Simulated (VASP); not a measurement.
Set up this calculation in VASP 6.6.1, as the native input.

* Task: RPA correlation energy
* Functional: PBE
* Potentials or basis: VASP PAW PBE potentials, release 64 (Rh_GW)
* Cutoff: 450 eV
* k mesh: 8 × 8 × 8
* Occupations: gaussian, width 0.05 eV
* Spin: no spin polarisation
* Cutoff of the response function: 250
* Frequency points: 12
* Further INCAR settings: ALGO = ACFDT; EDIFF = 1e-08; NBANDS = 303

Crystal: Rh.

```
Rh
1.0
     0.00000    1.88961    1.88961
     1.88961    0.00000    1.88961
     1.88961    1.88961    0.00000
Rh
1
Cartesian
  0.0000 0.0000 0.0000
```

The input as run:

POSCAR

```
Rh
1.0
    0.0000000000      1.8896100000      1.8896100000
    1.8896100000      0.0000000000      1.8896100000
    1.8896100000      1.8896100000      0.0000000000
Rh
1
Direct
    0.0000000000      0.0000000000      0.0000000000
```

INCAR.step1

```
SYSTEM = Rh
PREC = Accurate
ENCUT = 450
EDIFF = 1E-8
ISMEAR = 0
SIGMA = 0.05
LREAL = .False.
LASPH = .True.
NELM = 60
ALGO = Normal
LWAVE = .True.
LCHARG = .False.
GGA = PE
```

INCAR.step2

```
SYSTEM = Rh
PREC = Accurate
ENCUT = 450
EDIFF = 1E-8
ISMEAR = 0
SIGMA = 0.05
LREAL = .False.
LASPH = .True.
NELM = 1
ALGO = EIGENVAL
LWAVE = .False.
LCHARG = .False.
GGA = PE
LHFCALC = .True.
AEXX = 1.0
ALDAC = 0.0
AGGAC = 0.0
ISTART = 1
PRECFOCK = Fast
```

INCAR.step3

```
SYSTEM = Rh
PREC = Accurate
ENCUT = 450
EDIFF = 1E-8
ISMEAR = 0
SIGMA = 0.05
LREAL = .False.
LASPH = .True.
NELM = 1
ALGO = Exact
LWAVE = .True.
LCHARG = .False.
GGA = PE
NBANDS = 303
LOPTICS = .True.
ISTART = 1
```

INCAR.step4

```
SYSTEM = Rh
PREC = Accurate
ENCUT = 450
EDIFF = 1E-8
ISMEAR = 0
SIGMA = 0.05
LREAL = .False.
LASPH = .True.
NELM = 60
ALGO = ACFDT
LWAVE = .False.
LCHARG = .False.
GGA = PE
NBANDS = 303
ENCUTGW = 250
NOMEGA = 12
ISTART = 1
PRECFOCK = Fast
```

KPOINTS

```
Automatic mesh
0
Gamma
  8 8 8
  0 0 0
```

Potentials or basis: VASP PAW PBE potentials, release 64 (Rh_GW).

Launch:

```sh
$ cat potpaw_PBE.64/Rh_GW/POTCAR > POTCAR
$ cp INCAR.step1 INCAR
$ mpirun -np 1 vasp_std > vasp.out
$ cp INCAR.step2 INCAR
$ mpirun -np 1 vasp_std > vasp.out
$ cp INCAR.step3 INCAR
$ mpirun -np 1 vasp_std > vasp.out
$ cp INCAR.step4 INCAR
$ mpirun -np 1 vasp_std > vasp.out
```

Results of the run:

```
Band gap on the k mesh, mean-field level : none (metal or under the smearing width)
RPA correlation energy                   : -18.328 eV/atom
RPA total energy per cell                : -31.027 eV
RPA correlation energy per cell          : -18.328 eV
```

Caveat: the ground state has no gap, which makes the many-body step unreliable.

Run time: 37 min on 1 thread of AMD EPYC 7R13 Processor (Zen 3) (shared host), peak memory 0.96 GiB.
